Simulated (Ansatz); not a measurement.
## Energy landscape near a BN structure

Method: DFT PBE, scalar-relativistic, plane waves, PAW (Ansatz 0.2.0).

Plane waves to 420 eV, a k mesh through Γ of 12×12×12 on the computed 2-atom cell and Gaussian smearing (0.02 eV); no spin polarisation.

Reference cell:

```
B N
1.0
     1.25112    0.72234    3.37293
    -1.25112    0.72234    3.37293
     0.00000   -1.44467    3.37293
B N
1 1
Direct
  0.99967 0.99967 0.99967
  0.33276 0.33276 0.33276
```

Each variant moves atoms of this cell by the vectors given, if any (Å), and then applies a symmetric strain (tensor components, Cartesian axes). The reference cell isn't relaxed at this level. Energies are per atom at zero smearing, counted from the lowest variant. Pressure is positive in compression.

1. strain (xx yy zz yz xz xy, %) 2.32 4.63 3.25 -0.03 -0.06 -2.00; moves: B1 (0.129, 0.074, 0.017); N2 (-0.129, -0.074, -0.017)
2. strain (xx yy zz yz xz xy, %) 6.15 6.15 -2.85 0.00 0.00 0.00; moves: B1 (0.000, 0.000, -0.150); N2 (0.000, 0.000, 0.150)
3. strain (xx yy zz yz xz xy, %) 1.85 1.85 10.85 0.00 0.00 0.00; moves: B1 (0.000, 0.000, -0.100); N2 (0.000, 0.000, 0.100)
4. strain (xx yy zz yz xz xy, %) 2.12 2.12 -3.88 0.00 0.00 0.00; moves: B1 (0.000, 0.000, 0.030); N2 (0.000, 0.000, -0.030)
5. strain (xx yy zz yz xz xy, %) -0.04 -0.04 5.96 0.00 0.00 0.00; moves: B1 (0.000, 0.000, -0.150); N2 (0.000, 0.000, 0.150)
6. strain (xx yy zz yz xz xy, %) -6.51 -6.51 2.49 0.00 0.00 0.00; moves: B1 (0.000, 0.000, 0.030); N2 (0.000, 0.000, -0.030)
7. strain (xx yy zz yz xz xy, %) 2.23 3.84 3.19 -1.00 0.00 0.00; moves: B1 (0.000, 0.051, 0.245); N2 (0.000, -0.051, -0.245)

| variant | ΔE (meV/atom) | P (GPa) | largest force (eV/Å) | gap on mesh (eV) | space group |
| --- | --- | --- | --- | --- | --- |
| 1 | 523.8 | -5.07 | 5.09 | 1.69 | Cm |
| 2 | ? | ? | ? | ? | ? |
| 3 | 132.2 | -10.47 | 2.96 | 3.91 | R3m |
| 4 | 0.0 | -10.57 | 0.71 | 4.14 | R3m |
| 5 | ? | ? | ? | ? | ? |
| 6 | 314.6 | 65.89 | 0.64 | 4.75 | R3m |
| 7 | 885.9 | -23.03 | 6.67 | 1.18 | Cm |

**Question.** Give the withheld rows.

**Answer.**
| variant | ΔE (meV/atom) | P (GPa) | largest force (eV/Å) | gap on mesh (eV) | space group |
| --- | --- | --- | --- | --- | --- |
| 2 | 416.1 | -32.31 | 3.73 | 3.15 | R3m |
| 5 | 291.1 | -2.61 | 4.22 | 3.60 | R3m |

Each cell of BN holds layers, and where no dispersion correction was added their binding is poorly described.

This form isn't the usual stable structure of the compound.